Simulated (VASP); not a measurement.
Write the native input for VASP 6.6.1 that does the following.

| Quantity | Value |
| --- | --- |
| Task | single point |
| Functional | PBE |
| Potentials or basis | VASP PAW PBE potentials, release 64 (W_sv) |
| Cutoff | 520 eV |
| k mesh | 9 × 9 × 1 |
| Occupations | gaussian, width 0.1 eV |
| Spin | no spin polarisation |
| Dipole correction | yes |
| Further INCAR settings | ALGO = Fast; EDIFF = 1e-07; NBANDS = 28 |

The structure of W lies in POSCAR:

```
W
1.0
    2.8545944806      0.0000000000      0.0000000000
   -1.4272972403      2.4721513377      0.0000000000
    0.0000000000      0.0000000000     21.6971108210
W
3
Direct
    0.6666666667      0.3333333333      0.1843563428
    0.3333333333      0.6666666667      0.2926027619
    0.0000000000      0.0000000000      0.4008418859
```

The cell isn't the ideal one: the clean substrate in the cell of the map.

The input as run:

INCAR

```
SYSTEM = W
ALGO = Fast
DIPOL = 0.5 0.5 0.293
EDIFF = 1E-7
ENCUT = 520
GGA = PE
IDIPOL = 3
ISIF = 2
ISMEAR = 0
LASPH = .TRUE.
LCHARG = .TRUE.
LDIPOL = .TRUE.
LELF = .TRUE.
LREAL = .FALSE.
LVACPOTAV = .TRUE.
LVHAR = .TRUE.
LWAVE = .FALSE.
NBANDS = 28
NELM = 80
PREC = Accurate
SIGMA = 0.1
```

KPOINTS

```
k-points
0
G
  9 9 1
  0 0 0
```

Potentials or basis: VASP PAW PBE potentials, release 64 (W_sv).

Launch:

```sh
$ cat potpaw_PBE.64/W_sv/POTCAR > POTCAR
$ mpirun -np 1 vasp_std > vasp.out
```

Results of the run:

The largest force is 0.114 eV/Å. The band gap on the k mesh is none (metal or under the smearing width), the work function of the upper face is 4.93 eV and the work function of the lower face is 4.95 eV.

Wall time 3.4 min on 1 thread of AMD EPYC 7R43 64-Core Processor (Zen 3), with other jobs on the host, peak memory 0.25 GiB.
